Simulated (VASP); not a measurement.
CuAu: relaxation of cell and atoms with PBE+D3(BJ)

CuAu:

```
Cu Au
1.0
     2.85070    0.00000    0.00000
     0.00000    2.85070    0.00000
     0.00000    0.00000    3.58161
Cu Au
1 1
Direct
  0.50000 0.50000 0.50000
  0.00000 0.00000 0.00000
```

The cell comes from a database or a generator and needn't be the stable form of this composition.

```json
{
 "Program": "VASP 6.6.1",
 "Task": "relaxation of cell and atoms",
 "Functional": "PBE",
 "Dispersion": "D3(BJ)",
 "Potentials or basis": "VASP PAW PBE potentials, release 64 (Cu, Au)",
 "Cutoff": "600 eV",
 "k mesh": "14 × 14 × 12",
 "Occupations": "gaussian, width 0.1 eV",
 "Spin": "no spin polarisation",
 "Further INCAR settings": "ALGO = Normal; EDIFF = 1e-07; IBRION = 2; EDIFFG = -0.005; NSW = 90; ISIF = 3"
}
```

* Relaxed volume: 14.34 Å³/atom
* Relaxed cell: a = 2.852 Å, b = 2.852 Å, c = 3.526 Å, α = 90.00°, β = 90.00°, γ = 90.00°
* Space group after relaxing (to 0.05 Å): P4/mmm (No. 123)
* Energy gained by relaxing: 1.7 meV/atom
* Ionic steps: 6
* Pressure after relaxing: 0.0 GPa
* Band gap on the k mesh: none (metal or under the smearing width)
* Dispersion energy per atom: -0.622 eV

Step by step:
```
step  energy change (eV)  largest force (eV/Å)  pressure (GPa)  volume (Å³)
   1              0.0000                0.0000           -2.27        29.11
   2              0.0004                0.0000            2.66        28.25
   3             -0.0031                0.0000            0.01        28.68
   4             -0.0032                0.0000            0.06        28.68
   5             -0.0033                0.0000            0.01        28.68
   6             -0.0034                0.0000            0.02        28.67
```

Final structure:
```
Cu Au
1.0
     2.85160    0.00000    0.00000
     0.00000    2.85160    0.00000
     0.00000    0.00000    3.52606
Cu Au
1 1
Direct
  0.50000 0.50000 0.50000
  0.00000 0.00000 0.00000
```

Levels at points of the mesh, in eV from the Fermi level:
```tsv
k point	band 7	band 8	band 9	band 10	band 11	band 12	band 13	band 14	band 15
(0.00, 0.00, 0.00)	-2.77	-2.13	-1.73	-1.51	-1.51	2.95	9.25	9.34	9.34
(0.50, 0.00, 0.00)	-3.06	-3.04	-2.53	-2.31	-1.06	-0.45	10.20	10.24	11.98
(0.50, 0.50, 0.00)	-1.81	-1.78	-1.36	-1.36	0.29	0.29	4.68	6.62	10.63
(0.00, 0.00, 0.50)	-3.26	-2.92	-2.47	-2.47	-2.28	-2.12	13.98	14.34	14.34
(0.50, 0.00, 0.50)	-2.02	-1.85	-1.57	-1.52	-1.08	-1.07	2.66	4.65	15.52
(0.50, 0.50, 0.50)	-3.10	-2.18	-1.86	-1.78	5.15	5.53	5.53	5.84	6.65
```

Run time: 3.2 min on 1 thread of Intel(R) Xeon(R) Platinum 8488C (Sapphire Rapids), on a shared host, peak memory 0.29 GiB.

Caveat: pairwise dispersion overbinds metals, which lowers pressure and volume. Spin-orbit coupling is left out, which matters for the levels of Au.
